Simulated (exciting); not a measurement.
**C: equation of state with PBE**

**Measured values to compare with.**

From “Equation of state of cubic boron nitride at high pressures and temperatures”, 2007, arxiv:cond-mat/0702656, for a bulk crystal of C: bulk modulus 442 ± 5 GPa.

C:

```
C
1.0
     0.00000    1.78337    1.78337
     1.78337    0.00000    1.78337
     1.78337    1.78337    0.00000
C
2
Direct
  0.75000 0.75000 0.75000
  0.50000 0.50000 0.50000
```

This isn't the form of C at room conditions, which is graphite.

| Quantity | Value |
| --- | --- |
| Program | exciting (release sodium) |
| Task | equation of state |
| Functional | PBE |
| Potentials or basis | all-electron LAPW+lo, shipped species files, valence relativity iora* |
| rgkmax | 7.5 |
| k mesh | 13 × 13 × 13 |
| Occupations | fermi-dirac, width 0.05 eV |
| Spin | no spin polarisation |

```yaml
Equilibrium_volume: 5.70 Å³/atom
Bulk_modulus: 433 GPa
Pressure_derivative_of_the_bulk_modulus: 3.7
```

Energy against volume, from the lowest point:
```
volume (Å³/atom)  energy (meV/atom)
           5.332              34.67
           5.445              15.83
           5.558               4.50
           5.672               0.00
           5.785               1.78
           5.899               9.22
           6.012              21.80
```

Measured bulk modulus of C: 442 GPa (quoted in “Equation of state of cubic boron nitride at high pressures and temperatures”, 2007, arxiv:cond-mat/0702656). This calculation gives 433 GPa (-2.0 %). 3 values of this kind are on record (442 to 444.8 GPa); this one was drawn at random among those near their median, those with a stated uncertainty first. The fit is for a static lattice scaled at fixed shape and fixed fractional positions. The cell as given is a measured one (5.67 Å³/atom); PBE puts the equilibrium volume +0.4 % from it, thermal expansion not counted.
